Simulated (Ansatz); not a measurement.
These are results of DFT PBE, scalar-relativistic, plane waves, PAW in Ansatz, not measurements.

Structure of InAs:

```xyz
2
Lattice="0.0000 3.0932 3.0932 3.0932 0.0000 3.0932 3.0932 3.0932 0.0000" Properties=species:S:1:pos:R:3 pbc="T T T"
In    0.0000    0.0000    0.0000
As    1.5466    1.5466    1.5466
```

Cutoff 420 eV; k points 12×12×12 on the computed 2-atom cell (Γ-centred); Gaussian smearing, width 0.10 eV; no spin polarisation.

Levels along Γ–X–U | K–Γ–L–W–X, in eV from the Fermi level, sorted by energy at each point. Points in fractions of the primitive reciprocal vectors: Γ (0.000 0.000 0.000), X (-0.500 -0.500 0.000), U (-0.375 -0.375 0.250), K (-0.375 0.000 0.375), L (0.000 0.000 0.500), W (-0.500 -0.250 0.250).
| point | k (1/Å, with 2π) | band 12 | band 13 | band 14 | band 15 | band 16 | band 17 | band 18 |
| --- | --- | --- | --- | --- | --- | --- | --- | --- |
| Γ | 0.000 | -0.61 | -0.07 | -0.07 | -0.07 | 3.82 | 3.82 | 3.82 |
| - | 0.145 | -1.38 | -0.24 | -0.24 | 0.71 | 3.56 | 4.06 | 4.06 |
| - | 0.290 | -2.34 | -0.65 | -0.65 | 1.63 | 3.04 | 4.69 | 4.69 |
| - | 0.435 | -3.27 | -1.12 | -1.12 | 2.28 | 2.54 | 5.53 | 5.53 |
| - | 0.580 | -4.13 | -1.55 | -1.55 | 2.05 | 2.55 | 6.46 | 6.46 |
| - | 0.726 | -4.87 | -1.88 | -1.88 | 1.77 | 2.35 | 7.38 | 7.43 |
| - | 0.871 | -5.41 | -2.09 | -2.09 | 1.63 | 2.10 | 8.24 | 8.31 |
| X | 1.016 | -5.61 | -2.17 | -2.17 | 1.60 | 1.98 | 8.69 | 8.74 |
| - | 1.067 | -5.61 | -2.20 | -2.16 | 1.63 | 2.02 | 8.51 | 8.68 |
| - | 1.118 | -5.60 | -2.31 | -2.14 | 1.71 | 2.15 | 8.26 | 8.52 |
| - | 1.170 | -5.59 | -2.45 | -2.10 | 1.79 | 2.41 | 7.97 | 8.28 |
| - | 1.221 | -5.57 | -2.62 | -2.05 | 1.85 | 2.76 | 7.68 | 8.01 |
| - | 1.272 | -5.55 | -2.78 | -1.99 | 1.92 | 3.17 | 7.41 | 7.71 |
| - | 1.323 | -5.52 | -2.92 | -1.91 | 1.99 | 3.61 | 7.16 | 7.41 |
| U | 1.375 | -5.49 | -3.02 | -1.82 | 2.06 | 4.05 | 6.96 | 7.10 |
| K | 1.375 | -5.49 | -3.02 | -1.82 | 2.06 | 4.05 | 6.96 | 7.10 |
| - | 1.529 | -5.34 | -3.08 | -1.50 | 2.28 | 4.86 | 6.24 | 6.27 |
| - | 1.683 | -5.00 | -2.78 | -1.13 | 2.38 | 4.85 | 5.36 | 5.50 |
| - | 1.836 | -4.41 | -2.23 | -0.76 | 2.22 | 4.60 | 4.90 | 4.92 |
| - | 1.990 | -3.59 | -1.53 | -0.44 | 1.84 | 4.05 | 4.43 | 5.03 |
| - | 2.144 | -2.58 | -0.82 | -0.22 | 1.33 | 3.77 | 4.09 | 4.71 |
| - | 2.298 | -1.48 | -0.27 | -0.10 | 0.65 | 3.75 | 3.89 | 4.09 |
| Γ | 2.452 | -0.61 | -0.07 | -0.07 | -0.07 | 3.82 | 3.82 | 3.82 |
| - | 2.578 | -1.29 | -0.13 | -0.13 | 0.46 | 3.82 | 3.91 | 3.91 |
| - | 2.703 | -2.24 | -0.28 | -0.28 | 0.91 | 3.99 | 4.14 | 4.14 |
| - | 2.829 | -3.19 | -0.48 | -0.48 | 1.03 | 4.39 | 4.39 | 4.52 |
| - | 2.955 | -4.07 | -0.67 | -0.67 | 0.97 | 4.55 | 4.55 | 5.30 |
| - | 3.080 | -4.81 | -0.82 | -0.82 | 0.86 | 4.60 | 4.60 | 6.09 |
| - | 3.206 | -5.31 | -0.92 | -0.92 | 0.78 | 4.59 | 4.59 | 6.58 |
| L | 3.332 | -5.49 | -0.96 | -0.96 | 0.75 | 4.58 | 4.58 | 6.69 |
| - | 3.434 | -5.48 | -1.26 | -1.01 | 1.07 | 4.45 | 4.69 | 6.77 |
| - | 3.537 | -5.45 | -1.82 | -1.16 | 1.67 | 4.22 | 5.01 | 6.78 |
| - | 3.639 | -5.41 | -2.35 | -1.40 | 2.27 | 4.05 | 5.44 | 6.66 |
| - | 3.742 | -5.39 | -2.73 | -1.71 | 2.79 | 4.01 | 5.50 | 6.98 |
| - | 3.845 | -5.42 | -2.91 | -2.05 | 3.24 | 4.11 | 5.16 | 6.76 |
| - | 3.947 | -5.46 | -2.88 | -2.39 | 3.62 | 4.25 | 4.83 | 6.23 |
| W | 4.050 | -5.49 | -2.74 | -2.64 | 3.85 | 4.21 | 4.75 | 5.99 |
| - | 4.122 | -5.50 | -2.71 | -2.62 | 3.70 | 3.78 | 5.22 | 6.17 |
| - | 4.195 | -5.51 | -2.64 | -2.57 | 3.21 | 3.35 | 5.91 | 6.58 |
| - | 4.267 | -5.54 | -2.53 | -2.48 | 2.69 | 2.95 | 6.63 | 7.08 |
| - | 4.340 | -5.57 | -2.40 | -2.37 | 2.25 | 2.57 | 7.35 | 7.59 |
| - | 4.412 | -5.59 | -2.29 | -2.27 | 1.90 | 2.26 | 8.02 | 8.05 |
| - | 4.485 | -5.61 | -2.20 | -2.19 | 1.68 | 2.05 | 8.43 | 8.53 |
| X | 4.558 | -5.61 | -2.17 | -2.17 | 1.60 | 1.98 | 8.69 | 8.74 |